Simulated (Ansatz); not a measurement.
Input of an Ansatz 0.2.0 run:

Contents of input.yaml:

```yaml
crystal:
  lattice:
    - [-0.005296, 2.42953, 2.467088]
    - [2.526235, 0.013056, 2.448212]
    - [2.537034, 2.422237, 0.001344]
  atoms:
    - { symbol: Pb, position: [-0.007691, 0.005807, -0.006251] }
kpoints:
  mp_grid: { grid: [9, 9, 9] }
scf:
  occupations: { method: fermi_dirac, width: 0.05 }
hamiltonian:
  xc: pbe
  pseudopotentials: { kind: all_electron, lapw: { basis_error: 0.001 } }
output:
  forces: true
  stress: true
  eigenvalues: true
  populations: true
```

Potentials or basis: all-electron LAPW, scalar-relativistic.

Launch:

```sh
$ ansatz run input.yaml --threads 1 --pin off --max-ram 3072MiB --backend cpu --events-out ev --progress --plain --runs-dir out
```

(1) Estimate the band gap on the k mesh.

(2) Predict the pressure.

Answers

(1) none (metal or under the smearing width).

(2) 2.7 GPa.
